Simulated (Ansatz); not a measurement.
## Is this FePt structure stable?

The cell was reached from a generator's guess, though it ends in a space group that the Crystallography Open Database lists for this formula.

Level of theory: DFT PBE, scalar-relativistic, plane waves, PAW in Ansatz 0.2.0. Settings of the last relaxation (2-atom cell): 420 eV, 20×20×14 k points, Gaussian smearing of 0.10 eV, collinear spin.

```yaml
crystal:
  lattice:
    - [2.72910, 0.00000, 0.00000]
    - [0.00000, 2.72910, 0.00000]
    - [0.00000, 0.00000, 3.76523]
  atoms:
    - { symbol: Fe, position: [0.50000, 0.50000, 0.50000] }
    - { symbol: Pt, position: [0.00000, 0.00000, 0.00000] }
```

Formation energies are uncorrected and refer to the elements' standard structures at the same level.

Question: These tests were run: energy against the elements; random kick, then relaxation without symmetry; phonons at Γ; elastic tensor. What do they show?

Answer:

```json
{"test": "energy against the elements", "result": "−0.23 eV/atom"}
{"test": "random kick, then relaxation without symmetry", "result": "returns"}
{"test": "phonons at Γ", "result": "lowest optical mode 157 cm⁻¹"}
{"test": "elastic tensor", "result": "least eigenvalue 53 GPa"}
```

It fails none of these tests. Whether a mixture of other phases lies lower isn't tested here. Phonons away from Γ weren't computed.

These runs have no spin–orbit coupling, which can matter for Pt. Another magnetic order may lie lower. The kick test ran on a coarse mesh. The run for the phonons used a 20×20×14 k mesh and Gaussian smearing of 0.20 eV. The run for the elastic tensor used a 20×20×14 k mesh and Gaussian smearing of 0.20 eV. The cell carries site moments Fe 3.0; Pt 0.4 μB.
